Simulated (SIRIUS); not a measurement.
The system is Ge.

```
Ge
1.0
     0.00000    2.82891    2.82891
     2.82891    0.00000    2.82891
     2.82891    2.82891    0.00000
Ge
2
Direct
  0.75000 0.75000 0.75000
  0.50000 0.50000 0.50000
```

Base run:

| Property | Result |
| --- | --- |
| Program | SIRIUS 7.10.0 |
| Functional | PBE |
| Potentials or basis | PseudoDojo 0.4.1 PBE standard (scalar relativistic) |
| Cutoff | 1078 eV |
| Density cutoff | 4311 eV |
| k mesh | 8 × 8 × 8 |
| Occupations | fermi-dirac, width 0.05 eV |
| Spin | no spin polarisation |

Its results: band gap on the k mesh 0.03 eV; pressure 3.7 GPa.

Problem. The run is repeated on the same cell with these changes: functional from PBE to PBEsol; libxc names from ["XC_GGA_X_PBE", "XC_GGA_C_PBE"] to ["XC_GGA_X_PBE_SOL", "XC_GGA_C_PBE_SOL"]. What comes out?

Solution. Band gap on the k mesh 0.00 eV; pressure 0.7 GPa.

Caveats: the potentials were made for another functional, which shifts forces and pressure (some runs).

A k mesh can miss the band edges.

Not every run made on this cell is shown here.
